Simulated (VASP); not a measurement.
# InP (F-43m) in VASP: further runs, part 2 of 3

VASP 6.6.1.

### 3 Relaxation of cell and atoms, LDA, target pressure 5 GPa, at which the enthalpy is minimised

File INCAR:

```
SYSTEM = InP
  PREC = Accurate
  ENCUT = 600
  EDIFF = 1E-6
  ISMEAR = -1
  SIGMA = 0.05
  LREAL = .False.
  LASPH = .True.
  NELM = 80
  ALGO = Fast
  ISIF = 3
  LWAVE = .False.
  LCHARG = .False.
  GGA = CA
  IBRION = 2
  NSW = 60
  EDIFFG = -0.02
  PSTRESS = 50
```

File KPOINTS:

```
Automatic mesh
0
Gamma
  8 8 8
  0 0 0
```

File POSCAR:

```
InP
1.0
    0.0000000000      2.9305000000      2.9305000000
    2.9305000000      0.0000000000      2.9305000000
    2.9305000000      2.9305000000      0.0000000000
In P
1 1
Direct
    0.0000000000      0.0000000000      0.0000000000
    0.7500000000      0.7500000000      0.7500000000
```

Potentials or basis: VASP PAW LDA potentials, release 64 (In_d, P).

Run with:

```console
$ cat potpaw_LDA.64/In_d/POTCAR potpaw_LDA.64/P/POTCAR > POTCAR
$ mpirun -np 1 vasp_std > vasp.out
```

OUTCAR:

```text
SYSTEM = InP
   PREC = Accurate
   ENCUT = 600
   EDIFF = 1E-6
   ISMEAR = -1
   LREAL = .False.
   LASPH = .True.
   NELM = 80
   ISIF = 3
   GGA = CA
   IBRION = 2
   NSW = 60
   EDIFFG = -0.02
   PSTRESS = 50

 ion  position               nearest neighbor table
   1  0.000  0.000  0.000-   2 2.54   2 2.54   2 2.54   2 2.54
   2  0.750  0.750  0.750-   1 2.54   1 2.54   1 2.54   1 2.54

  LATTYP: Found a face centered cubic cell.
 ALAT       =     5.8610000000

  Lattice vectors:

 A1 = (   0.0000000000,   2.9305000000,   2.9305000000)
 A2 = (   2.9305000000,   0.0000000000,   2.9305000000)
 A3 = (   2.9305000000,   2.9305000000,   0.0000000000)

Analysis of symmetry for initial positions (statically):
=====================================================================
 Subroutine PRICEL returns:
 Original cell was already a primitive cell.

 Routine SETGRP: Setting up the symmetry group for a
 face centered cubic supercell.

 Subroutine GETGRP returns: Found 24 space group operations
 (whereof 24 operations were pure point group operations)
 out of a pool of 48 trial point group operations.

The static configuration has the point symmetry T_d .

Analysis of symmetry for dynamics (positions and initial velocities):
=====================================================================
[... 169 lines left out ...]
  Total       -0.3468069     -0.3468069     -0.3468069      0.0000000     -0.0000000     -0.0000000
  in kB      -11.0393421    -11.0393421    -11.0393421      0.0000000     -0.0000000     -0.0000000
  external PRESSURE =     -61.0393421 kB  Pullay stress =      50.0000000 kB
[... 25 lines left out ...]
--------------------------------------- Ionic step        2  -------------------------------------------

 number of electron      18.0000000 magnetization

 E-fermi :   7.3671     XC(G=0): -10.2375

 val. band max:        6.7215358760   @ k =   0.0000   0.0000   0.0000
 cond. band min:       7.9859463522   @ k =   0.0000   0.0000   0.0000
 fundamental gap:      1.2644104762
 Fermi energy:         7.3670725285

 k-point     1 :       0.0000    0.0000    0.0000
  band No.  band energies     occupation
      1      -7.8664      2.00000
      2      -7.8664      2.00000
      3      -7.8664      2.00000
      4      -7.6257      2.00000
      5      -7.6257      2.00000
      6      -5.9073      2.00000
      7       6.7215      2.00000
      8       6.7215      2.00000
      9       6.7215      2.00000
     10       7.9859      0.00001
     11      10.6355      0.00000
     12      10.6355      0.00000
     13      10.6355      0.00000
[... 405 lines left out ...]
--------------------------------------- Ionic step        3  -------------------------------------------

 number of electron      18.0000001 magnetization

 Free energy of the ion-electron system (eV)
  ---------------------------------------------------
  ext. energy  EPLUGINS =         0.00000000
  ---------------------------------------------------
  free energy    TOTEN  =        -9.62987906 eV

  energy without entropy =       -9.62987836  energy(sigma->0) =       -9.62987871

 E-fermi :   6.3953     XC(G=0):  -9.9474

 val. band max:        5.9029076451   @ k =   0.0000   0.0000   0.0000
 cond. band min:       6.8286399390   @ k =   0.0000   0.0000   0.0000
 fundamental gap:      0.9257322939
 Fermi energy:         6.3952656285

 k-point     1 :       0.0000    0.0000    0.0000
  band No.  band energies     occupation
      1      -8.4746      2.00000
      2      -8.4746      2.00000
      3      -8.4746      2.00000
      4      -8.2767      2.00000
      5      -8.2767      2.00000
      6      -6.2043      2.00000
      7       5.9029      1.99989
      8       5.9029      1.99989
      9       5.9029      1.99989
     10       6.8286      0.00034
     11       9.8513      0.00000
     12       9.8513      0.00000
     13       9.8513      0.00000
[... 401 lines left out ...]
  energy  without entropy=       -9.6298783611  energy(sigma->0) =       -9.62987871

  enthalpy is  TOTEN    =        -8.1757855363 eV   P V=        1.4540935264

 reached required accuracy - stopping structural energy minimisation
```

It took 43 s on 1 thread of Intel Xeon 6975P-C (Granite Rapids), shared host; peak memory 0.19 GiB.

Results:

| Item | Value |
| --- | --- |
| Free energy | -9.6299 eV |
| Relaxed volume | 23.30 Å³/atom |
| Relaxed cell | a = 4.039 Å, b = 4.039 Å, c = 4.039 Å, α = 60.00°, β = 60.00°, γ = 60.00° |
| Space group after relaxing (to 0.05 Å) | F-43m (No. 216) |
| Energy change on relaxing (the enthalpy is what falls) | +19.7 meV/atom |
| Ionic steps | 3 |
| Pressure after relaxing | 4.9 GPa |
| Band gap on the k mesh | 0.93 eV, direct |

The path:
```
step  energy change (eV)  largest force (eV/Å)  pressure (GPa)  volume (Å³)
   1              0.0000                0.0000           -1.10        50.33
   2              0.1899                0.0000           11.92        43.67
   3              0.0394                0.0000            4.94        46.59
```

Final structure:
```yaml
crystal:
  lattice:
    - [0.00000, 2.85606, 2.85606]
    - [2.85606, 0.00000, 2.85606]
    - [2.85606, 2.85606, 0.00000]
  atoms:
    - { symbol: In, position: [0.00000, 0.00000, 0.00000] }
    - { symbol: P, position: [0.75000, 0.75000, 0.75000] }
```

Caveat: the cell is relaxed towards a set pressure, so the enthalpy falls and the energy may rise; spin-orbit coupling is left out, which moves the levels of the heavy elements. Zero-point motion and thermal expansion aren't in these numbers.

### 4 Relaxation of cell and atoms, LDA, target pressure 10 GPa, at which the enthalpy is minimised

INCAR: that of step 3 with these lines changed.

```diff
@@ -17,2 +17,2 @@
   EDIFFG = -0.02
-  PSTRESS = 50
+  PSTRESS = 100
```

KPOINTS is that of step 3.

POSCAR is that of step 3.

Run with:

```console
$ cat potpaw_LDA.64/In_d/POTCAR potpaw_LDA.64/P/POTCAR > POTCAR
$ mpirun -np 1 vasp_std > vasp.out
```

Run time: 63 s. Hardware: 1 thread of Intel Xeon 6975P-C (Granite Rapids), shared host; peak memory 0.19 GiB.

Results (log left out):

* Free energy: -9.5295 eV
* Relaxed volume: 22.20 Å³/atom
* Relaxed cell: a = 3.975 Å, b = 3.975 Å, c = 3.975 Å, α = 60.00°, β = 60.00°, γ = 60.00°
* Space group after relaxing (to 0.05 Å): F-43m (No. 216)
* Energy change on relaxing (the enthalpy is what falls): +69.9 meV/atom
* Ionic steps: 4
* Pressure after relaxing: 9.9 GPa
* Band gap on the k mesh: 1.18 eV, direct

Step by step:
```
step  energy change (eV)  largest force (eV/Å)  pressure (GPa)  volume (Å³)
   1              0.0000                0.0000           -1.10        50.33
   2              0.8258                0.0000           30.67        38.67
   3              0.1322                0.0000            9.63        44.53
   4              0.1398                0.0000            9.94        44.40
```

Final structure:
```
In P
1.0
     0.00000    2.81058    2.81058
     2.81058    0.00000    2.81058
     2.81058    2.81058    0.00000
In P
1 1
Direct
  0.00000 0.00000 0.00000
  0.75000 0.75000 0.75000
```

Levels at points of the mesh, in eV from the valence-band top:
```csv
k point,band 5,band 6,band 7,band 8,band 9,band 10,band 11,band 12,band 13
"(0.00, 0.00, 0.00)",-14.30,-12.49,0.00,0.00,0.00,1.18,3.93,3.93,3.93
"(0.50, 0.00, 0.00)",-14.28,-10.28,-6.57,-1.20,-1.20,1.62,4.69,4.69,7.08
"(0.50, 0.50, 0.00)",-14.24,-9.46,-6.45,-2.82,-2.82,1.37,2.07,9.82,10.27
```

Caveat: the cell is relaxed towards a set pressure, so the enthalpy falls and the energy may rise; spin-orbit coupling is left out, which moves the levels of the heavy elements.

### 5 Relaxation of cell and atoms, LDA, target pressure 20 GPa, at which the enthalpy is minimised

INCAR: that of step 4 with these lines changed.

```diff
@@ -17,2 +17,2 @@
   EDIFFG = -0.02
-  PSTRESS = 100
+  PSTRESS = 200
```

KPOINTS is that of step 4.

POSCAR is that of step 4.

Run with:

```console
$ cat potpaw_LDA.64/In_d/POTCAR potpaw_LDA.64/P/POTCAR > POTCAR
$ mpirun -np 1 vasp_std > vasp.out
```

It took 66 s on 1 thread of Intel Xeon 6975P-C (Granite Rapids), shared host; peak memory 0.19 GiB.

Results (log left out):

* Free energy: -9.2355 eV
* Relaxed volume: 20.59 Å³/atom
* Relaxed cell: a = 3.876 Å, b = 3.876 Å, c = 3.876 Å, α = 60.00°, β = 60.00°, γ = 60.00°
* Space group after relaxing (to 0.05 Å): F-43m (No. 216)
* Energy change on relaxing (the enthalpy is what falls): +216.9 meV/atom
* Ionic steps: 5
* Pressure after relaxing: 19.9 GPa
* Band gap on the k mesh: 1.20 eV, indirect (least direct gap 1.56 eV)

Step by step:
| step | energy change (eV) | largest force (eV/Å) | pressure (GPa) | volume (Å³) |
| --- | --- | --- | --- | --- |
| 1 | 0.0000 | 0.0000 | -1.10 | 50.33 |
| 2 | 4.2967 | 0.0000 | 109.92 | 29.84 |
| 3 | 0.3468 | 0.0000 | 17.24 | 41.93 |
| 4 | 0.4097 | 0.0000 | 19.25 | 41.38 |
| 5 | 0.4339 | 0.0000 | 19.90 | 41.18 |

Final structure:
```
In P
1.0
     0.00000    2.74079    2.74079
     2.74079    0.00000    2.74079
     2.74079    2.74079    0.00000
In P
1 1
Direct
  0.00000 0.00000 0.00000
  0.75000 0.75000 0.75000
```

Levels at points of the mesh, in eV from the valence-band top:
```tsv
k point	band 6	band 7	band 8	band 9	band 10	band 11	band 12	band 13
(0.00, 0.00, 0.00)	-13.14	0.00	0.00	0.00	1.56	3.86	3.86	3.86
(0.50, 0.00, 0.00)	-10.61	-7.08	-1.34	-1.34	1.78	4.64	4.64	7.13
(0.50, 0.50, 0.00)	-9.71	-6.86	-3.15	-3.15	1.20	1.98	10.35	10.75
```

Caveat: the cell is relaxed towards a set pressure, so the enthalpy falls and the energy may rise; the volume moved by over 15 % at a fixed basis, so the end points are rough; spin-orbit coupling is left out, which moves the levels of the heavy elements.

[end of part 2 of 3]
